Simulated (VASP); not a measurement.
A run of VASP 6.6.1 is set up as follows.

INCAR

```
PREC = Accurate ; ENCUT = 600
EDIFF = 1E-6 ; ISMEAR = 0
SIGMA = 0.1 ; LREAL = False
LASPH = True ; NELM = 100
ALGO = Normal ; ISIF = 3
LWAVE = False ; LCHARG = False
GGA = PE ; IBRION = 2
NSW = 100 ; EDIFFG = -0.002
```

Contents of KPOINTS:

```
regular mesh
0
Gamma
  12 12 12
```

The input POSCAR:

```
HgSe
1.0
    0.0000000000      3.0390000000      3.0390000000
    3.0390000000      0.0000000000      3.0390000000
    3.0390000000      3.0390000000      0.0000000000
Hg Se
1 1
Direct
    0.0000000000      0.0000000000      0.0000000000
    0.2500000000      0.2500000000      0.2500000000
```

Potentials or basis: VASP PAW PBE potentials, release 64 (Hg, Se).

Command:

```bash
$ cat potpaw_PBE.64/Hg/POTCAR potpaw_PBE.64/Se/POTCAR > POTCAR
$ mpirun -np 1 vasp_std > vasp.out
```

Task: Predict the space group after relaxing (to 0.05 Å).

Result: F-43m (No. 216).

Task: Estimate the relaxed cell.

Result: a = 4.433 Å, b = 4.433 Å, c = 4.433 Å, α = 60.00°, β = 60.00°, γ = 60.00°.

The path:
```csv
step,energy change (eV),largest force (eV/Å),pressure (GPa),volume (Å³)
1,0.0000,0.0000,5.05,56.13
2,-0.0702,0.0000,-1.26,63.64
3,-0.0785,0.0000,0.02,61.58
4,-0.0785,0.0000,-0.08,61.70
5,-0.0785,0.0000,0.07,61.56
6,-0.0785,0.0000,-0.02,61.62
7,-0.0785,0.0000,0.00,61.61
```

Spin-orbit coupling is left out, which matters for the levels of Hg. Zero-point motion and thermal expansion aren't in these numbers.
